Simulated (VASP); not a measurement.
Here is a VASP 6.6.1 calculation.

The input INCAR:

```
SYSTEM = NiSb
ALGO = Normal ; EDIFF = 1E-6
ENCUT = 520 ; GGA = PS
ISIF = 2 ; ISMEAR = 0
ISPIN = 2 ; LASPH = .TRUE.
LCHARG = .FALSE. ; LMAXMIX = 4
LORBIT = 11 ; LREAL = .FALSE.
LWAVE = .FALSE. ; MAGMOM = 1 1 0 0
NBANDS = 27 ; NELM = 150
PREC = Accurate ; SIGMA = 0.1
```

Contents of KPOINTS:

```
k-points
0
G
  12 12 8
  0 0 0
```

The input POSCAR:

```
NiSb
1.0
    3.9296697700      0.0000000000      0.0000000000
   -1.9648348800      3.4031938500      0.0000000000
    0.0000000000      0.0000000000      5.1161871700
Ni Sb
2 2
Direct
    0.0000000000      0.0000000000      0.0000000000
    0.0000000000      0.0000000000      0.5000000000
    0.3333333300      0.6666666700      0.2500000000
    0.6666666700      0.3333333300      0.7500000000
```

Potentials or basis: VASP PAW PBE potentials, release 64 (Ni, Sb).

Run with:

```console
$ cat potpaw_PBE.64/Ni/POTCAR potpaw_PBE.64/Sb/POTCAR > POTCAR
$ mpirun -np 1 vasp_std > vasp.out
```

Predict the band gap on the k mesh.

none (metal or under the smearing width).

What does it give for the pressure?

-1.9 GPa.

Estimate the net moment.

0.00 μB per cell.

Stress tensor (GPa, compression positive):
```
-1.70  0.00  0.00
 0.00 -1.70  0.00
 0.00  0.00 -2.25
```

Caveat: the PAW data sets were made with another functional, which shifts forces and pressure a little. Spin-orbit coupling is left out, which matters for the levels of Sb.
